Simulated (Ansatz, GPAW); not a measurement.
# Cu: programs and potentials compared

```
Cu
1.0
     0.00000    1.80750    1.80750
     1.80750    0.00000    1.80750
     1.80750    1.80750    0.00000
Cu
1
Direct
  0.00000 0.00000 0.00000
```

Alike in all runs: task single point; functional PBE; k mesh 13 × 13 × 13; occupations gaussian, width 0.017 eV; no spin polarisation; no spin-orbit coupling. Pressure is positive in compression and, in plane waves, holds the error of the finite cutoff, which Ansatz's Pulay term estimates and takes out.

```csv
program and potentials,plane-wave cutoff (eV),notes,pressure (GPa)
"Ansatz, Ansatz PAW",420,19 valence electrons an atom on average; Pulay term of +0.13 GPa included,1.68
"Ansatz, all-electron LAPW, scalar-relativistic",-,-,1.65
"GPAW, GPAW PAW data sets (gpaw-data 1.2.1)",600,11 valence electrons an atom on average,3.07
```

The pressure spans 1.65 (Ansatz, all-electron LAPW, scalar-relativistic) to 3.07 GPa (GPAW, GPAW PAW data sets (gpaw-data 1.2.1)), with all-electron results at 1.65.

Differences between rows come from potentials, basis sets and numerical settings, since the functional is the same but for its coding. Runs on potential files found faulty are left out.
